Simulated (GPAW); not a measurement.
# SnSe2 (P-3m1) in GPAW: notebook

The runs below take SnSe2 through relaxation of cell and atoms, single point, with r2SCAN+D3(BJ), LDA.

Program: GPAW 26.7.0. These are calculated values, not measurements. Logs are shortened: lines on timing, memory, paths and dates and some standing lists are left out, and cuts for length are marked. The log counts tension as positive stress, the text compression.

## (1) The structure

The structure is trigonal, space group P-3m1 (No. 164). Conventional cell: a = 3.811 Å, b = 3.811 Å, c = 6.136 Å, α = 90.00°, β = 90.00°, γ = 120.00°. Sn (site symmetry -3m) has 6 Se at 2.68 Å as nearest neighbours. Around Se (site symmetry 3m) lie 3 Sn at 2.68 Å.

## (2) Relaxation of cell and atoms, r2SCAN+D3(BJ)

Contents of run.py:

```python
from ase.calculators.mixing import SumCalculator
from ase.filters import FrechetCellFilter
from ase.io import read, write
from ase.optimize import BFGS
from dftd3.ase import DFTD3
from gpaw import GPAW, PW

atoms = read('SnSe2.cif')

calc = GPAW(mode=PW(600),
            xc='MGGA_X_R2SCAN+MGGA_C_R2SCAN',
            kpts={'size': (6, 6, 3), 'gamma': True},
            occupations={'name': 'fermi-dirac', 'width': 0.05},
            nbands=24,
            convergence={'density': 1e-05, 'energy': 1e-05},
            maxiter=150,
            txt='gpaw.txt')
atoms.calc = SumCalculator([calc, DFTD3(method='r2scan', damping='d3bj')])
opt = BFGS(FrechetCellFilter(atoms), trajectory='relax.traj', logfile='-')
done = opt.run(fmax=0.01, steps=40)
calc.write('gs.gpw')
write('result.traj', atoms)
print('Converged:', done)
print('Cell:', atoms.cell.cellpar().round(4))
print('Volume:', round(atoms.get_volume(), 4))
print(atoms.get_scaled_positions().round(5))
```

Contents of SnSe2.cif:

```cif
data_SnSe2
_cell_length_a 3.81100000
_cell_length_b 3.81100000
_cell_length_c 6.13600000
_cell_angle_alpha 90.00000000
_cell_angle_beta 90.00000000
_cell_angle_gamma 120.00000000
_space_group_name_H-M_alt 'P1'
_space_group_name_Hall 'P 1'
_space_group_IT_number 1
loop_
_space_group_symop_operation_xyz
'x,y,z'
loop_
_atom_site_label
_atom_site_type_symbol
_atom_site_symmetry_multiplicity
_atom_site_Wyckoff_symbol
_atom_site_fract_x
_atom_site_fract_y
_atom_site_fract_z
_atom_site_occupancy
Sn1 Sn 1 a 0.0000000000 0.0000000000 0.0000000000 1
Se1 Se 1 a 0.6666666667 0.3333333333 0.7510000000 1
Se2 Se 1 a 0.3333333333 0.6666666667 0.2490000000 1
```

Potentials or basis: GPAW PAW data sets (gpaw-data 1.2.1), pw.

Started as:

```bash
$ OMP_NUM_THREADS=1 python run.py
```

gpaw.txt:

```text
__  _  _
 | _ |_)|_||  |
 |__||  | ||/\| - 26.7.0

Input parameters:
  mode=PW(ecut=600.0),
  convergence={'density': 1e-05, 'energy': 1e-05},
  kpts=MonkhorstPack(size=(6, 6, 3), gamma=True),
  maxiter=150,
  nbands=24,
  occupations=Occupations(name='fermi-dirac', width=0.05),
  xc=XC(name='MGGA_X_R2SCAN+MGGA_C_R2SCAN')

Diagonalizing LCAO Hamiltonian
Converting LCAO to pw mode

             Se

         Se

       Sn

Atoms  # Å, Bohr magnetons
|   | symbol |         x |        y |        z |    initial magnetic moments |
|---|--------|-----------|----------|----------|-----------------------------|
| 0 |     Sn |  0.000000 | 0.000000 | 0.000000 | ( 0.0000,  0.0000,  0.0000) |
| 1 |     Se |  1.905500 | 1.100141 | 4.608136 | ( 0.0000,  0.0000,  0.0000) |
| 2 |     Se | -0.000000 | 2.200282 | 1.527864 | ( 0.0000,  0.0000,  0.0000) |

Unit cell  # Å
| periodic |         x |        y |        z |  lengths |     angles |
|----------|-----------|----------|----------|----------|------------|
|      yes |  3.811000 | 0.000000 | 0.000000 | 3.811000 |  90.000000 |
|      yes | -1.905500 | 3.300423 | 0.000000 | 3.811000 |  90.000000 |
|      yes |  0.000000 | 0.000000 | 6.136000 | 6.136000 | 120.000000 |

Number of symmetries: 12
Symmetry operations  # r_c * U_cc + t_c -> r_c
|    | kind |            matrix            |
|----|------|------------------------------|
|  0 |  σ   |  1, 1, 0,  0,-1, 0,  0, 0, 1 |
|  1 |  S6  |  1, 1, 0, -1, 0, 0,  0, 0,-1 |
|  2 |  E   |  1, 0, 0,  0, 1, 0,  0, 0, 1 |
|  3 |  C2  |  1, 0, 0, -1,-1, 0,  0, 0,-1 |
|  4 |  C2  |  0, 1, 0,  1, 0, 0,  0, 0,-1 |
|  5 |  C3  |  0, 1, 0, -1,-1, 0,  0, 0, 1 |
|  6 |  S6  |  0,-1, 0,  1, 1, 0,  0, 0,-1 |
|  7 |  σ   |  0,-1, 0, -1, 0, 0,  0, 0, 1 |
|  8 |  σ   | -1, 0, 0,  1, 1, 0,  0, 0, 1 |
|  9 |  i   | -1, 0, 0,  0,-1, 0,  0, 0,-1 |
| 10 |  C3  | -1,-1, 0,  1, 0, 0,  0, 0, 1 |
| 11 |  C2  | -1,-1, 0,  0, 1, 0,  0, 0,-1 |

BZ-sampling:
  Number of BZ points: 108
  Number of IBZ points: 17

  Monkhorst-Pack size: [6, 6, 3]
  Monkhorst-Pack shift: [0.08333333333333333, 0.08333333333333333, 0.0]

K-points  # in reciprocal-cell coordinates
|     |                                coordinates |     weight |
|-----|--------------------------------------------|------------|
|   0 | (  0.00000000,   0.00000000,   0.00000000) | 0.00925926 |
|   1 | (  0.00000000,   0.00000000,   0.33333333) | 0.01851852 |
|   2 | (  0.16666667,   0.00000000,  -0.33333333) | 0.05555556 |
|   3 | (  0.16666667,   0.00000000,   0.00000000) | 0.05555556 |
|   4 | (  0.16666667,   0.00000000,   0.33333333) | 0.05555556 |
|   5 | (  0.33333333,  -0.16666667,   0.00000000) | 0.05555556 |
|   6 | (  0.33333333,  -0.16666667,   0.33333333) | 0.11111111 |
|   7 | (  0.33333333,   0.00000000,  -0.33333333) | 0.05555556 |
|   8 | (  0.33333333,   0.00000000,   0.00000000) | 0.05555556 |
|   9 | (  0.33333333,   0.00000000,   0.33333333) | 0.05555556 |
| ... |                                            |            |
|  16 | (  0.50000000,   0.50000000,   0.33333333) | 0.05555556 |

Plane wave coefficients: 2593
Cutoff: 600.0 eV

Spin-components: 1 (collinear spins)
Bands:           24
Projectors:      16
Spin-degeneracy: 2
Datatype:        complex128

Parallelization:
  kpt:    1
  domain: 1
  band:   1

Density:
  Valence electrons: 26.0
  Components: 1
  Grid points: [24 24 35]
  Charge: 0.0  # |e|

Potential:
  Grid points: [24 24 35]

species:
  Sn:
    name:    Tin
    Z:       50.0
    valence: 14
    core:    36
    charge:  0.0  # [|e|]
    compensation charges:
      type: gauss
      rc: 0.38  # [Å]
      lmax: 2
    cutoffs:
      filter: 2.23  # [Å]
      core: 2.35  # [Å]
    projectors
[... 17 lines left out ...]
    compensation charges:
      type: gauss
      rc: 0.27  # [Å]
      lmax: 2
    cutoffs:
      filter: 1.77  # [Å]
      core: 2.67  # [Å]
    projectors
    | kind |    occ | energy [eV] | rcut [Å] |
    |------|--------|-------------|----------|
    |   4s |  2.000 |     -17.277 |    0.847 |
    |   4p |  4.000 |      -6.512 |    1.005 |
    |    s |        |       9.935 |    0.847 |
    |    p |        |      20.699 |    1.005 |
    |    d |        |       0.000 |    0.847 |

    Using partial waves for Se as LCAO basis

Reference energy: -300217.757568  # eV

eigensolver:
  PPCG
  Converge bands: occupied
  niter=2

density mixing:
  MSR1-Mixer
  Pratt-step length: 0.05
  Maximum mixing coefficient: 0.75
  Old densities: 10
  SVD Regularization: 0.005
  Good broyden scale: 1.0
  Trust region scale: 1.0
  Backstep threshold: 4.0
  History deletion threshold: 6.0
  Fourier metric: weight=20.0, sigma=0.015

occupation numbers:
  Fermi-Dirac:
    width: 0.0500  # eV

poisson solver:
  ecut: 4800.0  # eV

xc functional:
  name: MGGA_X_R2SCAN+MGGA_C_R2SCAN with 2 nearest neighbor stencil

convergence criteria:
- Maximum integral of absolute [dens]ity change: 1e-05 electrons / valence electron
- Maximum [total energy] change in last 3 cyles: 1e-05 eV / valence electron
- Maximum integral of absolute [eigenst]ate change: 4e-08 eV^2 / valence electron
maximum number of iterations: 150

SCF iterations
|iter     | |      energy | eigst |  dens |
|---------|-|-------------|-------|-------|
|iter:   1| |  -48.796174 | +0.05 |       |
|iter:   2| |  -45.297082 | -1.24 | -1.23 |
|iter:   3| |-274730827.678752 | +8.31 | -1.21 |
|iter:   4| |   -7.058541 | +1.99 | +3.14 |
|iter:   5| |  -45.240864 | +1.09 | -0.55 |
|iter:   6| |  -45.288305 | -0.91 | -1.27 |
|iter:   7| |  -45.246495 | -2.64 | -1.61 |
|iter:   8| |  -45.197123 | -2.53 | -1.72 |
|iter:   9| |  -45.192587 | -3.27 | -2.16 |
|iter:  10| |  -45.193041 | -4.19 | -2.81 |
|iter:  11| |  -45.192858 | -5.64 | -2.88 |
|iter:  12| |  -45.192766 | -5.74 | -3.09 |
|iter:  13| |  -45.192747c| -5.88 | -3.43 |
|iter:  14| |  -45.192747c| -7.86c| -4.54 |
|iter:  15| |  -45.192747c| -7.89c| -4.92 |
|iter:  16| |  -45.192747c| -8.59c| -5.64c|

Converged in 16 steps
Energy contributions relative to reference atoms: (reference = -300217.757568)

Energy contributions:
  Kinetic:          32.242851
  Coulomb:         -28.256120
  Zero:             -0.338814
  External:          0.000000
  Xc:              -48.840664
  Entropy:          -0.000003
  Spinorbit:         0.000000
  ----------------------------
  Free energy:     -45.192749
  Extrapolated:    -45.192747

dipole moment: (-6.305452, -10.921363, -20.304514)  # |e|*Ang

Fermi level: 5.375
Eigenvalues  # (at kpt = [0.000, 0.000, 0.000])
| band index |      eig [eV] | occ [0-2] |
|------------|---------------|-----------|
|          0 |       -17.109 |     2.000 |
|        ... |               |           |
|          5 |        -9.651 |     2.000 |
|          6 |        -7.806 |     2.000 |
|          7 |        -1.248 |     2.000 |
|          8 |         4.113 |     2.000 |
|          9 |         4.113 |     2.000 |
|         10 |         4.435 |     2.000 |
[... 8 lines left out ...]
|         19 |        14.379 |     0.000 |
|         20 |        15.243 |     0.000 |
|        ... |               |           |
|         23 |        16.290 |     0.000 |

Gap: 1.066 eV
Transition (v -> c):
  (s=0, k=0, n=12, [0.00, 0.00, 0.00]) -> (s=0, k=16, n=13, [0.50, 0.50, 0.33])
Direct/indirect transitions are different
Direct gap: 1.533 eV
Transition at: (s=0, k=0, n=12, [0.00, 0.00, 0.00])

Stress tensor  # eV/Ang^3
|         x |         y |         z |
|-----------|-----------|-----------|
| -0.018869 |  0.000000 |  0.000000 |
|  0.000000 | -0.018869 |  0.000000 |
|  0.000000 |  0.000000 | -0.028101 |

Forces  # eV/Ang
|        x |        y |        z |
|----------|----------|----------|
|  0.00000 |  0.00000 |  0.00000 |  # Sn   0
|  0.00000 |  0.00000 | -0.48367 |  # Se   1
| -0.00000 | -0.00000 |  0.48367 |  # Se   2

Interpolating wave functions to new cell

             Se

         Se

       Sn

Atoms  # Å, Bohr magnetons
|   | symbol |         x |         y |        z |    initial magnetic moments |
|---|--------|-----------|-----------|----------|-----------------------------|
| 0 |     Sn |  0.000000 | -0.000000 | 0.000000 | ( 0.0000,  0.0000,  0.0000) |
| 1 |     Se |  1.908353 |  1.101788 | 4.613162 | ( 0.0000,  0.0000,  0.0000) |
| 2 |     Se | -0.000000 |  2.203576 | 1.538866 | ( 0.0000,  0.0000,  0.0000) |

Unit cell  # Å
| periodic |         x |        y |         z |  lengths |     angles |
|----------|-----------|----------|-----------|----------|------------|
|      yes |  3.816705 | 0.000000 | -0.000000 | 3.816705 |  90.000000 |
|      yes | -1.908353 | 3.305363 |  0.000000 | 3.816705 |  90.000000 |
|      yes | -0.000000 | 0.000000 |  6.152028 | 6.152028 | 120.000000 |

Number of symmetries: 12
Symmetry operations  # r_c * U_cc + t_c -> r_c
|    | kind |            matrix            |
|----|------|------------------------------|
|  0 |  σ   |  1, 1, 0,  0,-1, 0,  0, 0, 1 |
|  1 |  S6  |  1, 1, 0, -1, 0, 0,  0, 0,-1 |
|  2 |  E   |  1, 0, 0,  0, 1, 0,  0, 0, 1 |
|  3 |  C2  |  1, 0, 0, -1,-1, 0,  0, 0,-1 |
|  4 |  C2  |  0, 1, 0,  1, 0, 0,  0, 0,-1 |
|  5 |  C3  |  0, 1, 0, -1,-1, 0,  0, 0, 1 |
|  6 |  S6  |  0,-1, 0,  1, 1, 0,  0, 0,-1 |
|  7 |  σ   |  0,-1, 0, -1, 0, 0,  0, 0, 1 |
|  8 |  σ   | -1, 0, 0,  1, 1, 0,  0, 0, 1 |
|  9 |  i   | -1, 0, 0,  0,-1, 0,  0, 0,-1 |
| 10 |  C3  | -1,-1, 0,  1, 0, 0,  0, 0, 1 |
| 11 |  C2  | -1,-1, 0,  0, 1, 0,  0, 0,-1 |

BZ-sampling:
  Number of BZ points: 108
  Number of IBZ points: 17

  Monkhorst-Pack size: [6, 6, 3]
  Monkhorst-Pack shift: [0.08333333333333333, 0.08333333333333333, 0.0]

K-points  # in reciprocal-cell coordinates
|     |                                coordinates |     weight |
|-----|--------------------------------------------|------------|
|   0 | (  0.00000000,   0.00000000,   0.00000000) | 0.00925926 |
|   1 | (  0.00000000,   0.00000000,   0.33333333) | 0.01851852 |
|   2 | (  0.16666667,   0.00000000,  -0.33333333) | 0.05555556 |
|   3 | (  0.16666667,   0.00000000,   0.00000000) | 0.05555556 |
|   4 | (  0.16666667,   0.00000000,   0.33333333) | 0.05555556 |
|   5 | (  0.33333333,  -0.16666667,   0.00000000) | 0.05555556 |
|   6 | (  0.33333333,  -0.16666667,   0.33333333) | 0.11111111 |
|   7 | (  0.33333333,   0.00000000,  -0.33333333) | 0.05555556 |
|   8 | (  0.33333333,   0.00000000,   0.00000000) | 0.05555556 |
|   9 | (  0.33333333,   0.00000000,   0.33333333) | 0.05555556 |
| ... |                                            |            |
|  16 | (  0.50000000,   0.50000000,   0.33333333) | 0.05555556 |

Plane wave coefficients: 2613
Cutoff: 600.0 eV

Spin-components: 1 (collinear spins)
Bands:           24
Projectors:      16
Spin-degeneracy: 2
Datatype:        complex128

Parallelization:
  kpt:    1
  domain: 1
  band:   1

Density:
  Valence electrons: 26.0
  Components: 1
  Grid points: [24 24 35]
  Charge: 0.0  # |e|
[... 2889 lines left out ...]
Fermi level: 5.014
Eigenvalues  # (at kpt = [0.000, 0.000, 0.000])
| band index |      eig [eV] | occ [0-2] |
|------------|---------------|-----------|
|          0 |       -17.371 |     2.000 |
|        ... |               |           |
|          5 |        -9.728 |     2.000 |
|          6 |        -8.043 |     2.000 |
|          7 |        -1.580 |     2.000 |
|          8 |         3.937 |     2.000 |
|          9 |         3.937 |     2.000 |
|         10 |         4.235 |     2.000 |
[... 8 lines left out ...]
|         19 |        14.115 |     0.000 |
|         20 |        14.724 |     0.000 |
|        ... |               |           |
|         23 |        15.946 |     0.000 |

Gap: 1.040 eV
Transition (v -> c):
  (s=0, k=3, n=12, [0.17, 0.00, 0.00]) -> (s=0, k=16, n=13, [0.50, 0.50, 0.33])
Direct/indirect transitions are different
Direct gap: 1.539 eV
Transition at: (s=0, k=16, n=12, [0.50, 0.50, 0.33])

Stress tensor  # eV/Ang^3
|         x |         y |         z |
|-----------|-----------|-----------|
| -0.006484 |  0.000000 | -0.000000 |
|  0.000000 | -0.006484 |  0.000000 |
| -0.000000 |  0.000000 | -0.006774 |

Forces  # eV/Ang
|        x |        y |        z |
|----------|----------|----------|
| -0.00000 |  0.00000 |  0.00000 |  # Sn   0
|  0.00000 | -0.00000 | -0.00269 |  # Se   1
| -0.00000 |  0.00000 |  0.00269 |  # Se   2

# Writing to gs.gpw (mode='')
```

Wall time 15 min (1 thread of Arm Neoverse V2, shared host); peak memory 1.8 GiB.

What came out:

- Free energy: -45.7261 eV
- Relaxed volume: 26.41 Å³/atom
- Relaxed cell: a = 3.824 Å, b = 3.824 Å, c = 6.256 Å, α = 90.00°, β = 90.00°, γ = 120.00°
- Space group after relaxing (to 0.05 Å): P-3m1 (No. 164)
- Energy gained by relaxing: 8.6 meV/atom
- Ionic steps: 13
- Pressure after relaxing: 0.0 GPa
- Largest force after relaxing: 0.008 eV/Å
- Band gap on the k mesh: 1.04 eV, indirect (least direct gap 1.54 eV)
- Dispersion energy per atom: -0.165 eV

Forces on the atoms (eV/Å):
```
Sn   0.000  0.000  0.000
Se   0.000  0.000 -0.008
Se   0.000  0.000  0.008
```

Step by step:
```csv
step,energy change (eV),largest force (eV/Å),pressure (GPa),volume (Å³)
1,0.0000,0.4895,2.44,77.18
2,-0.0120,0.3480,1.72,77.61
3,-0.0251,0.0059,0.04,78.70
4,-0.0252,0.0066,-0.02,78.74
5,-0.0252,0.0191,-0.05,78.77
6,-0.0254,0.0328,-0.07,78.79
7,-0.0255,0.0350,-0.02,78.79
8,-0.0256,0.0249,0.06,78.77
9,-0.0256,0.0143,0.11,78.76
10,-0.0257,0.0028,0.14,78.80
11,-0.0258,0.0099,0.15,78.90
12,-0.0259,0.0146,0.11,79.08
13,-0.0259,0.0083,0.04,79.23
```

Final structure:
```
Sn Se
1.0
     3.82406    0.00000    0.00000
    -1.91203    3.31173    0.00000
     0.00000    0.00000    6.25613
Sn Se
1 2
Direct
  0.00000 0.00000 0.00000
  0.66667 0.33333 0.74896
  0.33333 0.66667 0.25104
```

Caveat: later steps reuse the first step's grids; the PAW data sets were made with another functional, which shifts forces and pressure a little; spin-orbit coupling is left out, which moves the levels of the heavy elements; an odd mesh through Γ misses points on the zone boundary, where band edges often lie.

## (3) Single point, LDA

Contents of run.py:

```python
from ase.dft.bandgap import bandgap
from ase.io import read, write
from ase.units import GPa
from gpaw import GPAW, PW, setup_paths

setup_paths.insert(0, '.')

atoms = read('POSCAR')

calc = GPAW(mode=PW(450),
            xc='LDA',
            kpts={'size': (7, 7, 4), 'gamma': True},
            occupations={'name': 'fermi-dirac', 'width': 0.05},
            setups={'Se': 'jth', 'Sn': 'jth'},
            nbands=-11,
            convergence={'density': 1e-05, 'energy': 1e-05},
            maxiter=80,
            txt='gpaw.txt')
atoms.calc = calc
energy = atoms.get_potential_energy()
forces = atoms.get_forces()
stress = atoms.get_stress()
calc.write('gs.gpw')
write('result.traj', atoms)
print(f'Energy: {energy:.6f} eV')
print('Forces (eV/A):')
print(forces.round(4))
print('Stress (GPa):', (stress / GPa).round(3))
print('Fermi level:', round(calc.get_fermi_level(), 4), 'eV')
print(f'Gap: {bandgap(calc)[0]:.4f} eV, direct: {bandgap(calc, direct=True)[0]:.4f} eV')
```

Contents of POSCAR:

```
SnSe2
1.0
    3.8110000000      0.0000000000      0.0000000000
   -1.9055000000      3.3004228138      0.0000000000
    0.0000000000      0.0000000000      6.1360000000
Sn Se
1 2
Direct
    0.0000000000      0.0000000000      0.0000000000
    0.6666666667      0.3333333333      0.7510000000
    0.3333333333      0.6666666667      0.2490000000
```

Potentials or basis: JTH PAW 2.0, LDA, pw.

Started as:

```bash
$ OMP_NUM_THREADS=1 python run.py
```

It took 9 s on 1 thread of Intel Xeon 6975P-C (Granite Rapids), shared host; peak memory 0.17 GiB.

Results (log left out):

| Item | Value |
| --- | --- |
| Free energy | -13.5294 eV |
| Pressure | 0.4 GPa |
| Largest force | 0.481 eV/Å |
| Band gap on the k mesh | 0.68 eV, indirect (least direct gap 0.88 eV) |

Forces in eV/Å, atoms in the order of the input:
```
Sn   0.000  0.000  0.000
Se   0.000  0.000 -0.481
Se   0.000  0.000  0.481
```

Stress tensor (GPa, compression positive):
```
-0.16  0.00  0.00
 0.00 -0.16  0.00
 0.00  0.00  1.49
```

Levels at points of the mesh, in eV from the valence-band top:
| k point | band 9 | band 10 | band 11 | band 12 | band 13 | band 14 | band 15 | band 16 | band 17 | band 18 |
| --- | --- | --- | --- | --- | --- | --- | --- | --- | --- | --- |
| (0.00, 0.00, 0.00) | -0.70 | -0.70 | -0.36 | -0.36 | 0.00 | 0.88 | 2.80 | 4.56 | 4.56 | 8.09 |
| (0.00, 0.00, 0.50) | -2.09 | -0.79 | -0.79 | -0.21 | -0.21 | 2.33 | 2.76 | 4.28 | 4.28 | 8.05 |

Caveat: the cutoff is short for stress and forces, so pressures can be off by a GPa or more; the program truncates these outside data sets; spin-orbit coupling is left out, which moves the levels of the heavy elements; an odd mesh through Γ misses points on the zone boundary, where band edges often lie.
